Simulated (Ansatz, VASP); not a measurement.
One calculation of WC (Qusongite), two programs

File INCAR:

```
PREC     = Accurate       # precision mode
ENCUT    = 520            # plane-wave cutoff, eV
EDIFF    = 1E-7           # SCF threshold, eV
ISMEAR   = -1             # smearing method
SIGMA    = 0.05           # smearing width, eV
LREAL    = False          # projectors in reciprocal space
LASPH    = True           # aspherical terms in the spheres
NELM     = 80             # most SCF steps
ALGO     = Normal         # electronic algorithm
ISIF     = 2              # what is computed and relaxed
LWAVE    = False          # write WAVECAR
LCHARG   = False          # write CHGCAR
GGA      = PE             # functional
NBANDS   = 16             # bands
```

KPOINTS

```
Automatic mesh
0
Gamma
  10 10 9
```

The input POSCAR:

```
WC
1.0
    2.9065000000      0.0000000000      0.0000000000
   -1.4532500000      2.5171028361      0.0000000000
    0.0000000000      0.0000000000      2.8366000000
W C
1 1
Direct
    0.0000000000      0.0000000000      0.0000000000
    0.6666666667      0.3333333333      0.5000000000
```

File input.yaml:

```yaml
crystal:
  lattice:
    - [2.9065, 0.0, 0.0]
    - [-1.45325, 2.5171028361, 0.0]
    - [0.0, 0.0, 2.8366]
  atoms:
    - { symbol: W, position: [0.0, 0.0, 0.0] }
    - { symbol: C, position: [0.6666666667, 0.3333333333, 0.5] }
hamiltonian:
  xc: pbe
  pseudopotentials: { kind: paw }
kpoints:
  mp_grid: { grid: [10, 10, 9] }
scf:
  occupations: { method: fermi_dirac, width: 0.05 }
output:
  forces: true
  stress: true
  eigenvalues: true
  write_density: true
  write_potential: true
  elf: true
  volumetric_format: npy
```

Alike in both runs: task single point; functional PBE; k mesh 10 × 10 × 9; occupations fermi-dirac, width 0.05 eV; no spin polarisation.

|  | VASP | Ansatz |
| --- | --- | --- |
| version | VASP 6.6.1 | Ansatz 0.2.0 |
| potentials or method | VASP PAW PBE potentials, release 64 (W_sv, C) | Ansatz PAW |
| plane-wave cutoff (eV) | 520 | 420 |
| valence electrons in the cell | 18 | 18 |

```tsv
	VASP	Ansatz	Ansatz less VASP
gap on the k mesh at the Fermi level (eV)	none	none	-
pressure (GPa)	6.7	5.6	-1.13
largest component of the traceless stress (GPa)	0.37	0.56	+0.189
```

A gap of «none» marks a metal or a gap that the smearing closes.

Caveats: the pressure holds a Pulay correction of +0.3 GPa for the finite cutoff (Ansatz). Spin-orbit coupling is left out, which matters for the levels of W.
